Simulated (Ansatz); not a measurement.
# C(111) with Li on 25 % of the top atoms and H on the rest: bands and core levels, part 4 of 4

Wanted: the XPS lines and the band structure of C(111) with Li on 25 % of the top atoms and H on the rest.

Ansatz 0.2.0; DFT, PBE, plane-wave PAW, default files, scalar-relativistic.

So far, gap on the k-mesh (eV): step 2 (relaxing the atoms) 0.332.

### Step 3. Bands by layer (continued)

Regions along c: top from 12.5 to 18.8 Å, middle from 9.2 to 12.5 Å, bottom from 3.0 to 9.2 Å. The top region's edge passes close to a layer, so the weights are only a guide.

States with weight above 0.08 nearest the zero at K of the zone, within the window kept, -7.8 to 6.0 eV (levels that the program groups as degenerate share a row):

```
E (eV)  weight, total  weight, top  weight, middle  weight, bottom
 -5.30           0.80         0.09            0.09            0.62
 -5.00           0.95         0.05            0.52            0.38
 -4.92           0.16         0.03            0.11            0.01
 -4.80           0.83         0.20            0.57            0.06
 -4.57           0.61         0.23            0.20            0.18
 -2.60           0.13         0.09            0.04            0.00
  0.00           0.18         0.13            0.05            0.00
```

States with weight above 0.08 nearest the zero at Γ of the zone, within the window kept, -7.8 to 6.0 eV (levels that the program groups as degenerate share a row):

```
E (eV)  weight, total  weight, top  weight, middle  weight, bottom
 -3.87           0.08         0.02            0.03            0.03
 -2.05           0.75         0.16            0.33            0.26
 -2.04           2.00         0.17            1.41            0.42
 -1.10           2.00         0.47            0.61            0.91
 -0.49           0.47         0.43            0.03            0.01
 -0.10           2.00         0.30            1.06            0.63
  0.33           0.84         0.61            0.14            0.06
  2.22           0.99         0.32            0.03            0.08
  2.82           1.00         0.05            0.05            0.78
  3.68           0.99         0.32            0.05            0.09
```

States with weight above 0.08 nearest the zero at M of the zone, within the window kept, -7.8 to 6.0 eV (levels that the program groups as degenerate share a row):

```
E (eV)  weight, total  weight, top  weight, middle  weight, bottom
 -5.19           0.67         0.19            0.17            0.31
 -4.33           0.33         0.08            0.10            0.15
 -4.25           0.67         0.16            0.19            0.31
 -3.87           0.31         0.03            0.13            0.15
 -3.14           0.67         0.13            0.35            0.18
 -3.05           0.33         0.04            0.18            0.11
 -3.00           0.67         0.10            0.37            0.19
 -2.05           0.08         0.05            0.03            0.01
 -0.49           0.17         0.11            0.06            0.01
  4.41           0.66         0.57            0.07            0.01
```

The largest force component on a free atom is 0.012 eV/Å, so the atoms are at rest for these settings too.

### Step 4. Core levels by total-energy differences

Core levels are what XPS measures. Each chosen atom gets a core hole in a self-consistent pass of its own.

input.yaml

```yaml
crystal:
  lattice:
    - [5.044499777, 0.0, 0.0]
    - [2.5222498885, 4.3686649563, 0.0]
    - [0.0, 0.0, 21.7336689229]
  atoms:
    - { symbol: Li_h, position: [0.0, 0.0, 0.68192609] }
    - { symbol: H, position: [0.5007707722, -0.0015415444, 0.6367621776] }
    - { symbol: H, position: [-0.0015415444, 0.5007707722, 0.6367621776] }
    - { symbol: H, position: [0.5007707722, 0.5007707722, 0.6367621776] }
    - { symbol: C_h, position: [0.0, 0.0, 0.5860873738] }
    - { symbol: C, position: [0.5005142481, -0.0010284962, 0.5851650435] }
    - { symbol: C, position: [-0.0010284962, 0.5005142481, 0.5851650435] }
    - { symbol: C_h, position: [0.5005142481, 0.5005142481, 0.5851650435] }
    - { symbol: C_h, position: [0.8347657689, 0.3304684622, 0.5637303144] }
    - { symbol: C, position: [0.3333333333, 0.3333333333, 0.5634464887] }
    - { symbol: C, position: [0.8347657689, 0.8347657689, 0.5637303144] }
    - { symbol: C, position: [0.3304684622, 0.8347657689, 0.5637303144] }
    - { symbol: C, position: [0.8332914829, 0.3334170341, 0.4914979003] }
    - { symbol: C, position: [0.3333333333, 0.3333333333, 0.4916628826] }
    - { symbol: C, position: [0.8332914829, 0.8332914829, 0.4914979003] }
    - { symbol: C, position: [0.3334170341, 0.8332914829, 0.4914979003] }
    - { symbol: C_h, position: [0.1665952367, 0.1665952367, 0.4681158214] }
    - { symbol: C, position: [0.6668095266, 0.1665952367, 0.4681158214] }
    - { symbol: C, position: [0.1665952367, 0.6668095266, 0.4681158214] }
    - { symbol: C, position: [0.6666666667, 0.6666666667, 0.4680564015] }
    - { symbol: C, position: [0.1666666667, 0.1666666667, 0.396842895] }
    - { symbol: C, position: [0.6666666667, 0.1666666667, 0.396842895] }
    - { symbol: C, position: [0.1666666667, 0.6666666667, 0.396842895] }
    - { symbol: C, position: [0.6666666667, 0.6666666667, 0.396842895] }
    - { symbol: C, position: [0.0, 0.0, 0.373153747] }
    - { symbol: C, position: [0.5, 0.0, 0.373153747] }
    - { symbol: C, position: [0.0, 0.5, 0.373153747] }
    - { symbol: C, position: [0.5, 0.5, 0.373153747] }
    - { symbol: H, position: [0.0, 0.0, 0.322080916] }
    - { symbol: H, position: [0.5, 0.0, 0.322080916] }
    - { symbol: H, position: [0.0, 0.5, 0.322080916] }
    - { symbol: H, position: [0.5, 0.5, 0.322080916] }
kpoints:
  mp_grid: { grid: [6, 6, 1] }
scf:
  occupations: { method: fermi_dirac, width: 0.02 }
  n_extra_bands: 23
hamiltonian:
  xc: pbe
  pseudopotentials: { kind: paw }
output:
  forces: true
  write_potential: true
  volumetric_format: []
  core_levels:
    shells: { Li_h: "1s", C_h: "1s" }
    counted_from: conduction_bottom
    add_spin: false
efield:
  axis: 3
  dipole_correction: true
```

The run is started by

```bash
$ ansatz run input.yaml --threads 4 --pin off --max-ram 11264MiB --backend cpu --events-out ev --progress --plain --runs-dir out
```

Numbers of over 12 decimals in the logs are rounded to 6 here.

The program printed:

```text
Error: pseudopotential record <dir> output.core_levels.shells: no 1s core hole can be made of this Li record: its frozen core holds no 1s shell, nor is that a full one between the 1s and the outermost: it holds none.
Fix: name a PAW record that freezes 1s for Li under hamiltonian.pseudopotentials.azcp (`Li: <path>`).
```

It took 0.07 s on 4 threads of Arm Neoverse V1, shared host; peak memory 0.096 GiB.

The input was rejected at the start.

The program's message: “Error: pseudopotential record <dir> output.core_levels.shells: no 1s core hole can be made of this Li record: its frozen core holds no 1s shell, nor is that a full one between the 1s and the outermost …”

### Step 5. Summary of results

| Quantity | Value |
| --- | --- |
| ionisation potential | 2.21 eV (upper face; lower face 3.52 eV) |
| electron affinity (Kohn–Sham) | 1.87 eV (slab's lowest empty level against the upper vacuum) |

**Reading.** The valence top of C(111) with Li on 25 % of the top atoms and H on the rest lies 2.21 eV (upper face; lower face 3.52 eV) below the vacuum and the lowest empty level 1.87 eV below the vacuum of the upper face. That empty level sits on the upper face (73 % of its weight), so it is a surface level and no edge of the bulk's conduction band. Only the strongest levels a point were stored, too few to count surface states. The upper face's value lies 1.32 eV below that of the hydrogen-covered lower face; the difference is the dipole step of the groups. A full set of core levels wasn't obtained: the run with holes failed. At 21.2 eV the valence spectrum has its highest listed peaks within 10.8 eV at 3.0 eV (C 2p), 3.6 eV (C 2p), 4.8 eV (C 2p), 6.0 eV (C 2p) and 8.1 eV (C 2p). At 1486.7 eV the valence spectrum has its highest listed peaks within 21.9 eV at 10.9 eV (C 2s), 11.6 eV (C 2s), 13.5 eV (C 2s), 14.6 eV (C 2s) and 15.6 eV (C 2s). The shell named is the one with most of the intensity, cross sections included, not always the one with most states there. The slab's own atoms span 4.6 Å, so bulk bands appear as a few quantum-well levels, and states of the two faces can mix. The program warns of density or levels in the vacuum in some of these runs, so vacuum levels and energy differences can be a little off. The affinity uses the Kohn–Sham gap, which is too small, so the true affinity is lower and the true ionisation potential usually higher.

[Logs are printed without paths, hosts, clocks, repeated set-up lines and the standing remarks that a program may print on its own settings, such as how far it seeks lower states.]

[Hosts, paths, dates, database ids (printed as entryN), source tags and the programs' standing remarks are cut or masked in the printed files.]

[Maps of the electrostatic potential energy from Ansatz leave out the sawtooth potential of an applied field or a dipole correction, so their vacuum need not be flat; work functions include it.]
